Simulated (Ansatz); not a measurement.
LiNbO3 — ¹⁷O NMR of the central transition

Cell: a COD entry, its atoms then relaxed with PBE in this cell.

Space group R3c:H (No. 161); a = 5.1502, c = 13.8653 Å, γ = 120.00°.

```
site  Wyckoff  site symmetry       x       y       z
  Li       6a             3.  0.0000  0.0000  0.7223
  Nb       6a             3.  0.0000  0.0000  0.0044
   O      18b              1  0.6771  0.7106  0.6080
```

One atom of each set is listed; the run and its k-mesh use a cell of 10 atoms with edges of 5.50, 5.50, 5.50 Å.

Level of theory: DFT, r2SCAN, plane waves and PAW, scalar-relativistic, 500 eV cutoff, Γ-centred 7×7×7 k-points, Fermi–Dirac smearing 0.02 eV (Ansatz 0.2.0).

¹⁷O has I = 5/2 and Q = -25.58 mb (Pyykkö 2018); at 18.8 T its Larmor frequency is ν₀ = 108.6 MHz. Only the quadrupole interaction is simulated: positions count from each site's isotropic chemical shift, and J coupling is left out, as are shift anisotropy and dipolar coupling, which fast spinning averages.

**Question.** What does the ¹⁷O spectrum (fast magic-angle spinning) show for each site?

**Answer.** 

| site | first shell | C_Q (MHz) | η | P_Q (MHz) | δ_QIS (ppm) | breadth (kHz) |
| --- | --- | --- | --- | --- | --- | --- |
| O | 2 Nb at 1.88–2.14 Å, 2 Li at 2.05–2.24 Å; also 1 Li at 3.31 Å | -1.30 | 0.88 | 1.45 | -1.08 | 0.262 |

δ_QIS = −(ν_Q²/30ν₀²)[I(I+1) − 3/4](1 + η²/3) × 10⁶ ppm with ν_Q = 3|C_Q|/[2I(2I−1)]; it falls as 1/B₀² in ppm, and the breadth as 1/B₀ in kHz.

Without spin–orbit coupling (the program notes it for Nb) the gradients are little affected as a rule: paired runs on crystals with a gap mostly move them by under 2 % at such atoms.
